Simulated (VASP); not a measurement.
# Si (Fd-3m) in VASP: further runs

One crystal, Si, is run at these levels: PBE; tasks: single point.

Everything below comes from runs of VASP 6.6.1. Logs are shortened: lines on timing, memory, paths and dates and some standing lists are left out, and cuts for length are marked.

### Step 1. The undisturbed crystal

It takes space group Fd-3m (No. 227, cubic). Conventional cell: a = 5.444 Å, b = 5.444 Å, c = 5.444 Å, α = 90.00°, β = 90.00°, γ = 90.00°. Around Si (site symmetry -43m) lie 4 Si at 2.36 Å.

### Step 2. Single point, PBE (grid = ENCUT=350 dk=1.6 cell=3x3x3 ISMEAR=0 SIGMA=0.05 LREAL=Auto EDIFF=1e-06)

File INCAR:

```
PREC = Accurate
ENCUT = 350
EDIFF = 1E-6
ISMEAR = 0
SIGMA = 0.05
LREAL = Auto
LASPH = True
NELM = 120
ALGO = Fast
ISIF = 2
LWAVE = False
LCHARG = False
GGA = PE
NBANDS = 126
NCORE = 2
KPAR = 1
```

File KPOINTS:

```
regular mesh
0
Gamma
  1 1 1
```

File POSCAR:

```
Si
1.0
    0.0000000000      8.1655535595      8.1655535595
    8.1655535595      0.0000000000      8.1655535595
    8.1655535595      8.1655535595      0.0000000000
Si
54
Direct
    0.1666666667      0.1666666667      0.1666666667
    0.1666666667      0.1666666667      0.5000000000
    0.1666666667      0.1666666667      0.8333333333
    0.1666666667      0.5000000000      0.1666666667
    0.1666666667      0.5000000000      0.5000000000
    0.1666666667      0.5000000000      0.8333333333
    0.1666666667      0.8333333333      0.1666666667
    0.1666666667      0.8333333333      0.5000000000
    0.1666666667      0.8333333333      0.8333333333
    0.5000000000      0.1666666667      0.1666666667
    0.5000000000      0.1666666667      0.5000000000
    0.5000000000      0.1666666667      0.8333333333
    0.5000000000      0.5000000000      0.1666666667
    0.5000000000      0.5000000000      0.5000000000
    0.5000000000      0.5000000000      0.8333333333
    0.5000000000      0.8333333333      0.1666666667
    0.5000000000      0.8333333333      0.5000000000
    0.5000000000      0.8333333333      0.8333333333
    0.8333333333      0.1666666667      0.1666666667
    0.8333333333      0.1666666667      0.5000000000
    0.8333333333      0.1666666667      0.8333333333
    0.8333333333      0.5000000000      0.1666666667
    0.8333333333      0.5000000000      0.5000000000
    0.8333333333      0.5000000000      0.8333333333
    0.8333333333      0.8333333333      0.1666666667
    0.8333333333      0.8333333333      0.5000000000
    0.8333333333      0.8333333333      0.8333333333
    0.2500000000      0.2500000000      0.2500000000
    0.2500000000      0.2500000000      0.5833333333
    0.2500000000      0.2500000000      0.9166666667
    0.2500000000      0.5833333333      0.2500000000
    0.2500000000      0.5833333333      0.5833333333
    0.2500000000      0.5833333333      0.9166666667
    0.2500000000      0.9166666667      0.2500000000
    0.2500000000      0.9166666667      0.5833333333
    0.2500000000      0.9166666667      0.9166666667
    0.5833333333      0.2500000000      0.2500000000
    0.5833333333      0.2500000000      0.5833333333
    0.5833333333      0.2500000000      0.9166666667
    0.5833333333      0.5833333333      0.2500000000
    0.5833333333      0.5833333333      0.5833333333
    0.5833333333      0.5833333333      0.9166666667
    0.5833333333      0.9166666667      0.2500000000
    0.5833333333      0.9166666667      0.5833333333
    0.5833333333      0.9166666667      0.9166666667
    0.9166666667      0.2500000000      0.2500000000
    0.9166666667      0.2500000000      0.5833333333
    0.9166666667      0.2500000000      0.9166666667
    0.9166666667      0.5833333333      0.2500000000
    0.9166666667      0.5833333333      0.5833333333
    0.9166666667      0.5833333333      0.9166666667
    0.9166666667      0.9166666667      0.2500000000
    0.9166666667      0.9166666667      0.5833333333
    0.9166666667      0.9166666667      0.9166666667
```

Potentials or basis: VASP PAW PBE potentials, release 64 (Si).

Command:

```
$ cat potpaw_PBE.64/Si/POTCAR > POTCAR
$ mpirun -np 4 vasp_std > vasp.out
```

OUTCAR:

```text
PREC = Accurate
   ENCUT = 350
   EDIFF = 1E-6
   ISMEAR = 0
   LREAL = Auto
   LASPH = True
   NELM = 120
   ISIF = 2
   GGA = PE

 Found      1 irreducible k-points:

 Following reciprocal coordinates:
            Coordinates               Weight
  0.000000  0.000000  0.000000      1.000000
   k-points           NKPTS =      1   k-points in BZ     NKDIM =      1   number of bands    NBANDS=    126
   number of dos      NEDOS =    301   number of ions     NIONS =     54
   total plane-waves  NPLWV = 343000
   dimension x,y,z NGX =    70 NGY =   70 NGZ =   70
   dimension x,y,z NGXF=   140 NGYF=  140 NGZF=  140
   ions per type =              54
   NGX,Y,Z   is equivalent  to a cutoff of  10.08, 10.08, 10.08 a.u.
   NGXF,Y,Z  is equivalent  to a cutoff of  20.15, 20.15, 20.15 a.u.
 SYSTEM =  unknown system
   PREC   = accura    normal or accurate (medium, high low for compatibility)
   ISTART =      0    job   : 0-new  1-cont  2-samecut
   ICHARG =      2    charge: 1-file 2-atom 10-const
   ISPIN  =      1    spin polarized calculation?
   LNONCOLLINEAR =      F non collinear calculations
   LSORBIT =      F    spin-orbit coupling
   LASPH  =      T    aspherical Exc in radial PAW
   ENCUT  =  350.0 eV  25.72 Ry    5.07 a.u.  17.62 17.62 17.62*2*pi/ulx,y,z
   NELM   =    120;   NELMIN=  2; NELMDL= -5     # of ELM steps
   EDIFF  = 0.1E-05   stopping-criterion for ELM
   LREAL  =      T    real-space projection
   EDIFFG = 0.1E-04   stopping-criterion for IOM
   NSW    =      0    number of steps for IOM
   IBRION =     -1    ionic relax: 0-MD 1-quasi-New 2-CG
   NFREE  =      0    steps in history (QN), initial steepest desc. (CG)
   ISIF   =      2    stress and relaxation
   ISYM   =      2    0-nonsym 1-usesym 2-fastsym
   POTIM  = 0.5000    time-step for ionic-motion
   TEBEG  =    0.0;   TEEND  =   0.0 temperature during run
   PSTRESS=    0.0 pullay stress
   NELECT =     216.0000    total number of electrons
   NUPDOWN=      -1.0000    fix difference up-down
   EMIN   =  10.00;   EMAX   =-10.00  energy-range for DOS
   EFERMI =   0.00;   METHOD = LEGACY
   ISMEAR =     0;   SIGMA  =   0.05  broadening in eV -4-tet -1-fermi 0-gaus
   EFERMI_NEDOS =   21; number of points for ismear=-14 and -15
   IALGO  =     68    algorithm
   IMIX   =      4    mixing-type and parameters
     AMIX     =   0.40;   BMIX     =  1.00
     AMIX_MAG =   1.60;   BMIX_MAG =  1.00
  volume/ion in A,a.u.               =      20.16       136.08
  Fermi-wavevector in a.u.,A,eV,Ry     =   0.954766  1.804247 12.402783  0.911579
  Thomas-Fermi vector in A             =   2.083543
   LORBIT       =      0    0 simple, 1 ext, 2 COOP (PROOUT), +10 PAW based schemes
   GGA     = PE    functional components
   LHFCALC =     F    Hartree Fock is set to
   AEXX    =    0.0000 exact exchange contribution
   IVDW    =     0    specifies the selected vdW correction
   LEPSILON=     F    determine dielectric tensor
   LRPA    =     F    only Hartree local field effects (RPA)
 non-spin polarized calculation
 RMM-DIIS sequential band-by-band and
 Gauss-broadening in eV      SIGMA  =   0.05
  energy-cutoff  :      350.00
  volume of cell :     1088.90
 maximum number of plane-waves:     16361
 NGX is ok and might be reduce to    70
   NGX = 35   NGY = 35   NGZ = 35

 number of electron     215.9999999 magnetization

 Free energy of the ion-electron system (eV)
  ---------------------------------------------------
  ext. energy  EPLUGINS =         0.00000000
  ---------------------------------------------------
  free energy    TOTEN  =      -276.26991239 eV

  energy without entropy =     -276.26991239  energy(sigma->0) =     -276.26991239

 E-fermi :   6.1154     XC(G=0):  -9.3133

 val. band max:        5.8627074311   @ k =   0.0000   0.0000   0.0000
 cond. band min:       6.5638534030   @ k =   0.0000   0.0000   0.0000
 fundamental gap:      0.7011459719
 Fermi energy:         6.1153826355

 k-point     1 :       0.0000    0.0000    0.0000
  band No.  band energies     occupation
      1      -6.0672      2.00000
      2      -4.6967      2.00000
      3      -4.6967      2.00000
      4      -4.6967      2.00000
      5      -4.6967      2.00000
      6      -4.6967      2.00000
[... 112 lines left out ...]
    119       7.4035      0.00000
    120       7.4076      0.00000
 [bands above 120 left out]

------------------------ aborting loop because EDIFF is reached ----------------------------------------

  FORCE on cell =-STRESS in cart. coord.  units (eV):
  Direction    XX          YY          ZZ          XY          YZ          ZX
  --------------------------------------------------------------------------------------
  -------------------------------------------------------------------------------------
  Total       21.5048527     21.5048527     21.5048527     -0.0000000     -0.0000000      0.0000000
  in kB       31.6417259     31.6417259     31.6417259     -0.0000000     -0.0000000      0.0000000
  external PRESSURE =      31.6417259 kB  Pullay stress =       0.0000000 kB

 VOLUME and BASIS-vectors are now :
 -----------------------------------------------------------------------------
  energy-cutoff  :      350.00
  volume of cell :     1088.90
      direct lattice vectors                 reciprocal lattice vectors
     0.000000000  8.165553559  8.165553559    -0.061232836  0.061232836  0.061232836
     8.165553559  0.000000000  8.165553559     0.061232836 -0.061232836  0.061232836
     8.165553559  8.165553559  0.000000000     0.061232836  0.061232836 -0.061232836

 POSITION                                       TOTAL-FORCE (eV/Angst)
 -----------------------------------------------------------------------------------
      2.72185      2.72185      2.72185        -0.000000     -0.000000     -0.000000
      5.44370      5.44370      2.72185        -0.000000     -0.000000     -0.000000
      8.16555      8.16555      2.72185        -0.000000     -0.000000     -0.000000
      5.44370      2.72185      5.44370        -0.000000     -0.000000     -0.000000
      8.16555      5.44370      5.44370        -0.000000     -0.000000     -0.000000
     10.88740      8.16555      5.44370        -0.000000     -0.000000     -0.000000
[... 46 lines left out ...]
     12.24833     12.24833     14.97018         0.000000      0.000000      0.000000
     14.97018     14.97018     14.97018         0.000000      0.000000      0.000000
 -----------------------------------------------------------------------------------
    total drift:                                0.000001      0.000001      0.000001

  FREE ENERGIE OF THE ION-ELECTRON SYSTEM (eV)
  ---------------------------------------------------
  free  energy   TOTEN  =      -276.2699123912 eV

  energy  without entropy=     -276.2699123912  energy(sigma->0) =     -276.26991239
```

It took 73 s on 4 MPI ranks of AMD EPYC 7R13 (Zen 3), shared host; peak memory 0.28 GiB.

The run converged, but some of its settings lie outside the range that counts as converged, so its numbers aren't taken as properties of the crystal.

What came out:

| Quantity | Value |
| --- | --- |
| Free energy | -276.2699 eV |
| Pressure | 3.2 GPa |
| Band gap on the k mesh | 0.70 eV |

Caveat: the k mesh is coarse (spacing up to 0.67 Å⁻¹), so the values aren't converged; an odd mesh through Γ misses points on the zone boundary, where band edges often lie.

### Step 3. Single point, PBE (grid = ENCUT=350 dk=1.6 cell=2x2x2 ISMEAR=0 SIGMA=0.05 LREAL=Auto EDIFF=1e-06)

INCAR: that of step 2 with these lines changed.

```diff
@@ -13,4 +13,2 @@
 GGA = PE
-NBANDS = 126
-NCORE = 2
-KPAR = 1
+NBANDS = 40
```

KPOINTS is that of step 2.

File POSCAR:

```
Si
1.0
    0.0000000000      5.4437023730      5.4437023730
    5.4437023730      0.0000000000      5.4437023730
    5.4437023730      5.4437023730      0.0000000000
Si
16
Direct
    0.2500000000      0.2500000000      0.2500000000
    0.2500000000      0.2500000000      0.7500000000
    0.2500000000      0.7500000000      0.2500000000
    0.2500000000      0.7500000000      0.7500000000
    0.7500000000      0.2500000000      0.2500000000
    0.7500000000      0.2500000000      0.7500000000
    0.7500000000      0.7500000000      0.2500000000
    0.7500000000      0.7500000000      0.7500000000
    0.3750000000      0.3750000000      0.3750000000
    0.3750000000      0.3750000000      0.8750000000
    0.3750000000      0.8750000000      0.3750000000
    0.3750000000      0.8750000000      0.8750000000
    0.8750000000      0.3750000000      0.3750000000
    0.8750000000      0.3750000000      0.8750000000
    0.8750000000      0.8750000000      0.3750000000
    0.8750000000      0.8750000000      0.8750000000
```

Potentials or basis: VASP PAW PBE potentials, release 64 (Si).

Command:

```
$ cat potpaw_PBE.64/Si/POTCAR > POTCAR
$ mpirun -np 1 vasp_std > vasp.out
```

OUTCAR:

```text
PREC = Accurate
   ENCUT = 350
   EDIFF = 1E-6
   ISMEAR = 0
   LREAL = Auto
   LASPH = True
   NELM = 120
   ISIF = 2
   GGA = PE

 Found      1 irreducible k-points:

 Following reciprocal coordinates:
            Coordinates               Weight
  0.000000  0.000000  0.000000      1.000000
   k-points           NKPTS =      1   k-points in BZ     NKDIM =      1   number of bands    NBANDS=     40
   number of dos      NEDOS =    301   number of ions     NIONS =     16
   total plane-waves  NPLWV = 110592
   dimension x,y,z NGX =    48 NGY =   48 NGZ =   48
   dimension x,y,z NGXF=    96 NGYF=   96 NGZF=   96
   ions per type =              16
   NGX,Y,Z   is equivalent  to a cutoff of  10.37, 10.37, 10.37 a.u.
   NGXF,Y,Z  is equivalent  to a cutoff of  20.73, 20.73, 20.73 a.u.
 SYSTEM =  unknown system
   PREC   = accura    normal or accurate (medium, high low for compatibility)
   ISTART =      0    job   : 0-new  1-cont  2-samecut
   ICHARG =      2    charge: 1-file 2-atom 10-const
   ISPIN  =      1    spin polarized calculation?
   LNONCOLLINEAR =      F non collinear calculations
   LSORBIT =      F    spin-orbit coupling
   LASPH  =      T    aspherical Exc in radial PAW
   ENCUT  =  350.0 eV  25.72 Ry    5.07 a.u.  11.74 11.74 11.74*2*pi/ulx,y,z
   NELM   =    120;   NELMIN=  2; NELMDL= -5     # of ELM steps
   EDIFF  = 0.1E-05   stopping-criterion for ELM
   LREAL  =      T    real-space projection
   EDIFFG = 0.1E-04   stopping-criterion for IOM
   NSW    =      0    number of steps for IOM
   IBRION =     -1    ionic relax: 0-MD 1-quasi-New 2-CG
   NFREE  =      0    steps in history (QN), initial steepest desc. (CG)
   ISIF   =      2    stress and relaxation
   ISYM   =      2    0-nonsym 1-usesym 2-fastsym
   POTIM  = 0.5000    time-step for ionic-motion
   TEBEG  =    0.0;   TEEND  =   0.0 temperature during run
   PSTRESS=    0.0 pullay stress
   NELECT =      64.0000    total number of electrons
   NUPDOWN=      -1.0000    fix difference up-down
   EMIN   =  10.00;   EMAX   =-10.00  energy-range for DOS
   EFERMI =   0.00;   METHOD = LEGACY
   ISMEAR =     0;   SIGMA  =   0.05  broadening in eV -4-tet -1-fermi 0-gaus
   EFERMI_NEDOS =   21; number of points for ismear=-14 and -15
   IALGO  =     68    algorithm
   IMIX   =      4    mixing-type and parameters
     AMIX     =   0.40;   BMIX     =  1.00
     AMIX_MAG =   1.60;   BMIX_MAG =  1.00
  volume/ion in A,a.u.               =      20.16       136.08
  Fermi-wavevector in a.u.,A,eV,Ry     =   0.954766  1.804247 12.402783  0.911579
  Thomas-Fermi vector in A             =   2.083543
   LORBIT       =      0    0 simple, 1 ext, 2 COOP (PROOUT), +10 PAW based schemes
   GGA     = PE    functional components
   LHFCALC =     F    Hartree Fock is set to
   AEXX    =    0.0000 exact exchange contribution
   IVDW    =     0    specifies the selected vdW correction
   LEPSILON=     F    determine dielectric tensor
   LRPA    =     F    only Hartree local field effects (RPA)
 non-spin polarized calculation
 RMM-DIIS sequential band-by-band and
 Gauss-broadening in eV      SIGMA  =   0.05
  energy-cutoff  :      350.00
  volume of cell :      322.64
 maximum number of plane-waves:      4813
 NGX is ok and might be reduce to    48
   NGX = 23   NGY = 23   NGZ = 23

 number of electron      63.9999991 magnetization

 Free energy of the ion-electron system (eV)
  ---------------------------------------------------
  ext. energy  EPLUGINS =         0.00000000
  ---------------------------------------------------
  free energy    TOTEN  =       -66.45436602 eV

  energy without entropy =      -66.45436602  energy(sigma->0) =      -66.45436602

 E-fermi :   6.3321     XC(G=0):  -9.1888

 val. band max:        6.0581323088   @ k =   0.0000   0.0000   0.0000
 cond. band min:       6.6711021204   @ k =   0.0000   0.0000   0.0000
 fundamental gap:      0.6129698115
 Fermi energy:         6.3320636952

 k-point     1 :       0.0000    0.0000    0.0000
  band No.  band energies     occupation
      1      -5.9075      2.00000
      2      -3.5740      2.00000
      3      -3.5740      2.00000
      4      -3.5740      2.00000
      5      -3.5740      2.00000
      6      -1.7666      2.00000
[... 32 lines left out ...]
     39       7.5310      0.00000
     40       7.5310      0.00000

------------------------ aborting loop because EDIFF is reached ----------------------------------------

  FORCE on cell =-STRESS in cart. coord.  units (eV):
  Direction    XX          YY          ZZ          XY          YZ          ZX
  --------------------------------------------------------------------------------------
  -------------------------------------------------------------------------------------
  Total       18.0728561     18.0728561     18.0728561     -0.0000000     -0.0000000     -0.0000000
  in kB       89.7478925     89.7478925     89.7478925     -0.0000000     -0.0000000     -0.0000000
  external PRESSURE =      89.7478925 kB  Pullay stress =       0.0000000 kB

 VOLUME and BASIS-vectors are now :
 -----------------------------------------------------------------------------
  energy-cutoff  :      350.00
  volume of cell :      322.64
      direct lattice vectors                 reciprocal lattice vectors
     0.000000000  5.443702373  5.443702373    -0.091849254  0.091849254  0.091849254
     5.443702373  0.000000000  5.443702373     0.091849254 -0.091849254  0.091849254
     5.443702373  5.443702373  0.000000000     0.091849254  0.091849254 -0.091849254

 POSITION                                       TOTAL-FORCE (eV/Angst)
 -----------------------------------------------------------------------------------
      2.72185      2.72185      2.72185        -0.000000      0.000000     -0.000000
      5.44370      5.44370      2.72185        -0.000000     -0.000000     -0.000000
      5.44370      2.72185      5.44370        -0.000000      0.000000     -0.000000
      8.16555      5.44370      5.44370        -0.000000      0.000000     -0.000000
      2.72185      5.44370      5.44370        -0.000000     -0.000000     -0.000000
      5.44370      8.16555      5.44370        -0.000000     -0.000000     -0.000000
[... 8 lines left out ...]
      6.80463      6.80463      9.52648         0.000000      0.000000      0.000000
      9.52648      9.52648      9.52648         0.000000     -0.000000      0.000000
 -----------------------------------------------------------------------------------
    total drift:                               -0.000000      0.000000     -0.000000

  FREE ENERGIE OF THE ION-ELECTRON SYSTEM (eV)
  ---------------------------------------------------
  free  energy   TOTEN  =       -66.4543660212 eV

  energy  without entropy=      -66.4543660212  energy(sigma->0) =      -66.45436602
```

OSZICAR:

```text
N       E                     dE             d eps       ncg     rms          rms(c)
DAV:   1     0.133210173418E+03    0.13321E+03   -0.19751E+04    80   0.965E+02
DAV:   2    -0.502916703060E+02   -0.18350E+03   -0.17009E+03    88   0.153E+02
DAV:   3    -0.687273942898E+02   -0.18436E+02   -0.16503E+02   112   0.366E+01
DAV:   4    -0.693482239742E+02   -0.62083E+00   -0.61404E+00   112   0.747E+00
DAV:   5    -0.693581036930E+02   -0.98797E-02   -0.98752E-02    96   0.114E+00    0.158E+01
RMM:   6    -0.672839580006E+02    0.20741E+01   -0.10186E+00    80   0.336E+00    0.972E+00
RMM:   7    -0.663903203678E+02    0.89364E+00   -0.26524E+00    81   0.579E+00    0.827E-01
RMM:   8    -0.664461380896E+02   -0.55818E-01   -0.22574E-01    80   0.197E+00    0.308E-01
RMM:   9    -0.664516668473E+02   -0.55288E-02   -0.47283E-02    86   0.872E-01    0.292E-01
RMM:  10    -0.664533466603E+02   -0.16798E-02   -0.83870E-03    84   0.419E-01    0.184E-01
RMM:  11    -0.664543054659E+02   -0.95881E-03   -0.37470E-03    85   0.286E-01    0.828E-02
RMM:  12    -0.664543390422E+02   -0.33576E-04   -0.61363E-04    90   0.118E-01    0.553E-02
RMM:  13    -0.664543584928E+02   -0.19451E-04   -0.15003E-04    93   0.578E-02    0.682E-02
RMM:  14    -0.664543578491E+02    0.64372E-06   -0.38503E-05    94   0.316E-02    0.648E-02
RMM:  15    -0.664543656844E+02   -0.78353E-05   -0.14698E-05    89   0.181E-02    0.571E-02
RMM:  16    -0.664543660212E+02   -0.33675E-06   -0.34109E-06    68   0.769E-03
   1 F= -.66454366E+02 E0= -.66454366E+02  d E =-.779840E-14
```

Wall time 19 s (1 thread of Intel Xeon Platinum 8488C (Sapphire Rapids), shared host); peak memory 0.29 GiB.

The run converged, but some of its settings lie outside the range that counts as converged, so its numbers aren't taken as properties of the crystal.

What came out:

* Free energy: -66.4544 eV
* Pressure: 9.0 GPa
* Band gap on the k mesh: 0.61 eV

Caveat: the k mesh is coarse (spacing up to 1.00 Å⁻¹), so the values aren't converged; an odd mesh through Γ misses points on the zone boundary, where band edges often lie.

(Part 1 of 2 ends here.)
